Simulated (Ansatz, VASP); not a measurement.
# Mg in VASP and in Ansatz

```
Mg
1.0
    -1.96832    1.91662    1.41421
     1.94245   -2.05915    1.54176
     1.91723    2.00807   -1.57004
Mg
1
Direct
  0.00000 0.00000 0.00000
```

Change from the starting cell: cell sheared at random, sigma 0.1, atoms nudged by 0.01 Å.

Alike in both runs: task single point; functional PBE; k mesh 12 × 11 × 10; occupations fermi-dirac, width 0.05 eV; no spin polarisation.

|  | VASP | Ansatz |
| --- | --- | --- |
| version | VASP 6.6.1 | Ansatz 0.2.0 |
| potentials or method | VASP PAW PBE potentials, release 64 (Mg), cutoff 520 eV | all-electron LAPW, scalar-relativistic |

VASP gave:

* gap on the k mesh at the Fermi level (eV): none
* pressure (GPa): 2.6
* largest component of the traceless stress (GPa): 5.14

**Question.** Estimate Ansatz's values.

**Answer.** gap on the k mesh at the Fermi level (eV): none; pressure (GPa): 2.7; largest component of the traceless stress (GPa): 5.12.

A gap of «none» marks a metal or a gap that the smearing closes. Ansatz ran all-electron here, so the differences hold the error of VASP's frozen core and of both bases.
